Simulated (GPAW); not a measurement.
Runs of GPAW 26.7.0 on SiC (Moissanite). It takes space group P6_3mc (No. 186, hexagonal). Conventional cell: a = 3.076 Å, b = 3.076 Å, c = 5.048 Å, α = 90.00°, β = 90.00°, γ = 120.00°. Si (site symmetry 3m) is surrounded by 4 C at 1.87 to 1.94 Å. C (site symmetry 3m) has 4 Si at 1.87 to 1.94 Å as nearest neighbours. 

| task | level | potentials or basis | cell | k mesh | cutoff (eV) | smearing | band path | band points | response ecut | frequency | extrapolate | grid spacing | mesh quality | gap on the mesh (eV) | pressure (GPa) | largest force (eV/Å) |
| --- | --- | --- | --- | --- | --- | --- | --- | --- | --- | --- | --- | --- | --- | --- | --- | --- |
| band structure | PBE | GPAW PAW data sets (gpaw-data 1.2.1), fd | as given | 7 × 7 × 4 | - | fermi-dirac 0.05 eV | GMKGALHA,LM,KH | 100 | - | - | - | 0.16 Å | not flagged | - | - | 0.77 |
| band structure | AM05 | PAW data sets generated in the run's folder for this functional, pw | as given | 7 × 7 × 4 | 800 | fermi-dirac 0.05 eV | GMKGALHA,LM,KH | 80 | - | - | - | - | not flagged | - | (b) | 0.75 |
| relaxation of cell and atoms | PBEsol+D3(BJ) | PAW data sets generated in the run's folder for this functional, pw | relaxed | 7 × 7 × 4 | 800 | fermi-dirac 0.05 eV | - | - | - | - | - | - | not flagged | 2.41 | -0.2 | 0.02 |
| single point | PBE | GPAW PAW data sets (gpaw-data 1.2.1), pw | as given | 10 × 10 × 5 | 800 | fermi-dirac 0.05 eV | - | - | - | - | - | - | not flagged | 2.47 | 5.0 | 0.77 |
| band structure | WC | PAW data sets generated in the run's folder for this functional, pw | as given | 7 × 7 × 4 | 800 | fermi-dirac 0.05 eV | GMKGALHA,LM,KH | 60 | - | - | - | - | not flagged | - | 1.4 | (a) |

Alike in all rows: no spin polarisation.

Question: Estimate the missing entries.

Answer: (a) 0.76; (b) 1.0.

Caveats: an odd mesh through Γ misses points on the zone boundary, where band edges often lie (some runs); the real-space grid adds noise to forces (some runs); later steps reuse the first step's grids (some runs).

Not every run made on this cell is shown here.
